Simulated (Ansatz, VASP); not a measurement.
## Two plane-wave programs on Li

The input INCAR:

```
SYSTEM = Li
PREC = Accurate
ENCUT = 520
EDIFF = 1E-7
ISMEAR = -1
SIGMA = 0.05
LREAL = .False.
LASPH = .True.
NELM = 100
ALGO = Normal
ISIF = 2
LWAVE = .False.
LCHARG = .False.
GGA = PE
NBANDS = 12
```

Contents of KPOINTS:

```
regular mesh
0
Gamma
  10 10 10
  0 0 0
```

The input POSCAR:

```
Li
1.0
    1.5400936462      0.8891734812      7.5373702775
   -1.5400936462      0.8891734812      7.5373702775
    0.0000000000     -1.7783469624      7.5373702775
Li
3
Direct
    0.7780000000      0.7780000000      0.7780000000
    0.2220000000      0.2220000000      0.2220000000
    0.0000000000      0.0000000000      0.0000000000
```

File input.yaml:

```yaml
crystal:
  lattice:
    - [1.5400936462, 0.8891734812, 7.5373702775]
    - [-1.5400936462, 0.8891734812, 7.5373702775]
    - [0.0, -1.7783469624, 7.5373702775]
  atoms:
    - { symbol: Li, position: [0.778, 0.778, 0.778] }
    - { symbol: Li, position: [0.222, 0.222, 0.222] }
    - { symbol: Li, position: [0.0, 0.0, 0.0] }
hamiltonian:
  xc: pbe
  pseudopotentials: { kind: paw }
kpoints:
  mp_grid: { grid: [10, 10, 10] }
scf:
  occupations: { method: fermi_dirac, width: 0.05 }
output:
  forces: true
  stress: true
  eigenvalues: true
  write_density: true
  write_potential: true
  elf: true
  volumetric_format: npy
```

Change from the starting cell: volume scaled by 0.98.

Alike in both runs: task single point; functional PBE; k mesh 10 × 10 × 10; occupations fermi-dirac, width 0.05 eV; no spin polarisation.

|  | VASP | Ansatz |
| --- | --- | --- |
| version | VASP 6.6.1 | Ansatz 0.2.0 |
| potentials or method | VASP PAW PBE potentials, release 64 (Li_sv) | Ansatz PAW |
| plane-wave cutoff (eV) | 520 | 420 |
| valence electrons in the cell | 9 | 9 |

|  | VASP | Ansatz | Ansatz less VASP |
| --- | --- | --- | --- |
| gap on the k mesh at the Fermi level (eV) | none | none | - |
| rms of the force components (eV/Å) | 0.004 | 0.004 | -0.0002 |

Atom by atom the forces differ by 0.000 eV/Å (rms over components). A gap of «none» marks a metal or a gap that the smearing closes. With one functional, cell and mesh, what is left measures potentials, basis and numerics.
